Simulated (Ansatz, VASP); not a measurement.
# TiSeS (TiSeS, 1T): VASP beside Ansatz, part 3 of 3

One calculation is typed for both programs; each brings its own data sets. How far apart do they land? The cell is invented: As first built, before any earlier steps moved the atoms (in the runner's words): 3x3x1 conventional cells of the TiSe2 type (27 atoms: 9 S, 9 Ti, 9 Se); Se/S share their sites, the best of 600 random draws by like-pair counts in two shells; start lattice by linear mixing of the end members' cells; atoms moved at random by 0.02 A. It may not be a known or stable phase. Of the first pair: The structure shown is the start of the Ansatz relaxation below; VASP solves that cell, so the two are compared at the walk's first step.

VASP 6.6.1 and Ansatz 0.2.0.

So far. Step 3 (VASP: single point, PBE with D3(BJ), start cell, pair 1): The run ends at a pressure of -2.95 GPa, with forces up to 1.4 eV/Å.

### 6. VASP: single point, PBE with D3(BJ), relaxed cell, pair 2

Level of this step: PBE with D3(BJ), no spin polarisation; plane waves and PAW (S, Ti_sv, Se); invented cell (VASP).

The same cell, functional, mesh and smearing now go to VASP, with its own data sets.

Input file INCAR:

```
SYSTEM = TiSeS
PREC = Accurate
ENCUT = 500
EDIFF = 1E-06
NELM = 120
ISMEAR = 1
SIGMA = 0.15
LREAL = .FALSE.
ALGO = Normal
GGA = PE
IVDW = 12
NBANDS = 128
LASPH = .TRUE.
LORBIT = 11
LWAVE = .FALSE.
LCHARG = .FALSE.
ISIF = 2
GGA_COMPAT = .FALSE.
KPAR = 4
```

Input file POSCAR:

```
TiSeS
1.0
   10.2496120000     -0.0021810000     -0.0040370000
   -5.1266950000      8.8793970000      0.0151000000
   -0.0022660000      0.0084780000      5.7181540000
S Ti Se
9 9 9
Direct
    0.2229700000      0.1127400000      0.7524300000
    0.2212000000      0.7784500000      0.7585900000
    0.4472400000      0.2230700000      0.2468800000
    0.4450800000      0.5548000000      0.2440200000
    0.5574200000      0.4448400000      0.7471000000
    0.7762700000      0.2230700000      0.2446600000
    0.7775200000      0.5546200000      0.2508300000
    0.8891000000      0.4470900000      0.7507400000
    0.8888700000      0.7777100000      0.7530100000
    0.0026100000      0.9983200000      0.9954800000
    0.9960400000      0.3353300000      0.9996200000
    0.9962100000      0.6654800000      0.9946200000
    0.3320400000      0.0030000000      0.9965500000
    0.3408700000      0.3343700000      0.9995800000
    0.3330700000      0.6660600000      0.9997400000
    0.6677300000      0.0036200000      0.0001300000
    0.6685300000      0.3379100000      0.0017900000
    0.6667100000      0.6598600000      0.9997900000
    0.1131300000      0.2238100000      0.2700500000
    0.1101700000      0.5554400000      0.2769900000
    0.2225500000      0.4440000000      0.7263700000
    0.1111600000      0.8877900000      0.2790200000
    0.5552600000      0.1140900000      0.7220200000
    0.4446600000      0.8898400000      0.2732200000
    0.5566100000      0.7774800000      0.7266600000
    0.8908600000      0.1120800000      0.7245400000
    0.7770000000      0.8871300000      0.2709700000
```

Input file KPOINTS:

```
Automatic mesh
0
Gamma
3 3 4
0 0 0
```

PAW data sets: S, Ti_sv and Se (PBE family, release 64).

The run is started by

```sh
$ mpirun -np 4 vasp_std
```

Numbers of over 12 decimals in the logs are rounded to 6 here.

Output:

```text
[banner, memory and clock lines left out]
running    4 mpi-ranks, on    1 nodes
[...]
[... a notice as in an earlier step ...]

 LDA part: xc-table for (Slater+PW92), standard interpolation
 POSCAR, INCAR and KPOINTS ok, starting setup
[...]
entering main loop
       N       E                     dE             d eps       ncg     rms          rms(c)
DAV:   1     0.272046569755E+04    0.27205E+04   -0.96878E+04  4864   0.170E+03
DAV:   2     0.299898180398E+03   -0.24206E+04   -0.23520E+04  4864   0.509E+02
DAV:   3    -0.146591209790E+03   -0.44649E+03   -0.43001E+03  7040   0.188E+02
DAV:   4    -0.195452313608E+03   -0.48861E+02   -0.48504E+02  7152   0.583E+01
[...]
DAV:  19    -0.170995125003E+03    0.44557E-05   -0.19773E-05  6680   0.239E-02    0.223E-02
DAV:  20    -0.170995122043E+03    0.29598E-05   -0.99008E-06  5784   0.148E-02    0.131E-02
DAV:  21    -0.170995121294E+03    0.74926E-06   -0.85101E-06  5472   0.966E-03
   1 F= -.18260167E+03 E0= -.18260154E+03  d E =-.365397E-03
```

OUTCAR, selected parts (step 6):

```text
 Edisp (eV)  -11.60654

  Total       0.07431    -0.01392     0.31595     0.00653    -0.06444     0.02406
  in kB       0.22882    -0.04286     0.97283     0.02010    -0.19842     0.07408
  external pressure =        0.39 kB  Pullay stress =        0.00 kB

 POSITION                                       TOTAL-FORCE (eV/Angst)
 -----------------------------------------------------------------------------------
      1.70567      1.00696      4.30331        -0.000224      0.001836     -0.005359
     -1.72538      6.91812      4.34860         0.001851      0.002416     -0.011039
      3.43987      1.98184      1.41326        -0.000484     -0.001835      0.010358
      1.71705      4.92739      1.40192         0.000485     -0.000263      0.012348
      3.43109      3.95503      4.27650        -0.001142      0.000946     -0.015075
      6.81230      1.98111      1.39924        -0.008706     -0.002361      0.005740
      5.12534      4.92512      1.43952        -0.000574     -0.011834      0.009695
      6.81913      3.97432      4.29601        -0.002920      0.004761     -0.005077
      5.12178      6.91004      4.31398         0.002762      0.002400     -0.008764
     -5.09359      8.87291      5.70737         0.011855     -0.005620     -0.005399
      8.48762      2.98383      5.71702        -0.009922     -0.003695     -0.002753
      6.79680      5.91532      5.69342         0.002770     -0.007239     -0.002376
      3.38564      0.03436      5.69713        -0.002442      0.000252     -0.004827
      1.77731      2.97673      5.71943         0.003047     -0.005788      0.001234
[...]
-----------------------------------------------------------------------------------
    total drift:                               -0.000078      0.000232      0.000312

  FREE ENERGIE OF THE ION-ELECTRON SYSTEM (eV)
  ---------------------------------------------------
  free  energy   TOTEN  =      -182.6016659671 eV

  energy  without entropy=     -182.6013005704  energy(sigma->0) =     -182.60154417

[... 1 part as in an earlier step ...]

[... 2 further parts left out ...]
[key lines of the parts left out:]
E-fermi :   5.7667
```

The run ends at a pressure of 0.04 GPa, with forces up to 0.023 eV/Å.

### 7. Comparison

What differs besides the data sets and the points named for the pairs above, as far as they apply: the data sets hold 306 valence electrons in Ansatz (on its default PAW (the set named soft_2) files) and 216 in VASP; the cutoff is 420 eV in Ansatz and 500 eV in VASP; Ansatz's pressure holds a Pulay correction, VASP's none. Total energies have different zeros and are not compared.

Both answers:

| quantity | Ansatz | VASP | difference |
| --- | --- | --- | --- |
| pressure (GPa) | 0.03 | 0.04 | -0.01 |

At this near-relaxed geometry the largest component of a force difference is 18 meV/Å.

### 8. Summary of results

```json
{
  "r.m.s. force difference (single point, PBE with D3(BJ), start cell, pair 1)": "2.0 % of the r.m.s. force",
  "difference in pressure (single point, PBE with D3(BJ), relaxed cell, pair 2)": "-0.013 GPa",
  "r.m.s. force difference (single point, PBE with D3(BJ), relaxed cell, pair 2)": "6.3 meV/Å"
}
```

In words: The r.m.s. force difference is 2.0 % of the r.m.s. force (single point, PBE with D3(BJ), start cell, pair 1), within the 3 % picked in this series as the mark of a large difference. The data sets hold unlike numbers of valence electrons (306 in Ansatz and 216 in VASP), so part of the differences comes from the potentials. Such differences can come from data sets, numerical settings and the points named under the comparisons, not from the functional's error against experiment.

[Lines on the potential files, build, host, timing and source positions are cut from VASP's logs without a mark.]

[Logs are printed without paths, hosts, clocks, repeated set-up lines and the standing remarks that a program may print on its own settings, such as how far it seeks lower states.]

[Hosts, paths, dates, database ids (printed as entryN), source tags and the programs' standing remarks are cut or masked in the printed files.]
